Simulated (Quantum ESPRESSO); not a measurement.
MgTe: equation of state with rev-vdW-DF2

Crystal: MgTe.

```
CELL_PARAMETERS angstrom
0.00000 3.23200 3.23200
3.23200 0.00000 3.23200
3.23200 3.23200 0.00000
ATOMIC_POSITIONS crystal
Te 0.25000 0.25000 0.25000
Mg 0.00000 0.00000 0.00000
```

The cell comes from a database or a generator and needn't be the stable form of this composition.

```json
{
 "Program": "Quantum ESPRESSO 7.5",
 "Task": "equation of state",
 "Functional": "rev-vdW-DF2",
 "Potentials or basis": "PseudoDojo 0.4.1 SR PBE standard",
 "Cutoff": "1143 eV",
 "Density cutoff": "4572 eV",
 "k mesh": "7 × 7 × 7",
 "Occupations": "fermi-dirac, width 0.05 eV",
 "Spin": "no spin polarisation",
 "Mixing beta": "0.5",
 "Most SCF iterations": "120",
 "SCF threshold": "4e-10 Ry"
}
```

```
Equilibrium volume                      : 33.83 Å³/atom
Bulk modulus                            : 35 GPa
Pressure derivative of the bulk modulus : 4.2
```

Energy against volume, from the lowest point:
| volume (Å³/atom) | energy (meV/atom) |
| --- | --- |
| 31.735 | 15.97 |
| 32.410 | 7.09 |
| 33.086 | 1.87 |
| 33.761 | 0.00 |
| 34.436 | 1.13 |
| 35.111 | 4.97 |
| 35.787 | 11.24 |

All runs of the series together: 14 min on 1 thread of Arm Neoverse V1, on a shared host.

Caveat: the potentials were made for another functional, which shifts forces and pressure. Spin-orbit coupling is left out, which matters for the levels of Te.
